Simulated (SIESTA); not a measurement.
WC (Qusongite) in SIESTA: the effect of functional

Crystal: WC (Qusongite).

```
W C
1.0
     2.90650    0.00000    0.00000
    -1.45325    2.51710    0.00000
     0.00000    0.00000    2.83660
W C
1 1
Direct
  0.00000 0.00000 0.00000
  0.66667 0.33333 0.50000
```

Alike in all runs:

- Program: SIESTA 5.4.2
- Task: band structure
- Basis: DZP (energy shift 0.003 Ry; two zetas on semicore shells)
- Grid cutoff: 800 Ry
- Energy shift: 0.003 Ry
- k mesh: 10 × 10 × 9
- Occupations: fermi-dirac, width 0.05 eV
- Spin: no spin polarisation

Q: One run gave: pressure 0.6 GPa. Which functional did it use?
A. AM05
B. vdW-DF-cx
C. BLYP

A: A.

| functional | potentials or basis | pressure (GPa) |
| --- | --- | --- |
| AM05 | PseudoDojo 0.4 standard (PBEsol files) | 0.6 |
| BLYP | PseudoDojo 0.4 standard (PBE files) | 24.9 |
| vdW-DF-cx | PseudoDojo 0.4 standard (PBE files) | 5.3 |

Caveats: short orbitals over semicore shells can move pressures by several GPa; the potentials were made for another functional, which shifts forces and pressure; the basis of atomic orbitals isn't converged, which shifts pressures, moduli and gaps.
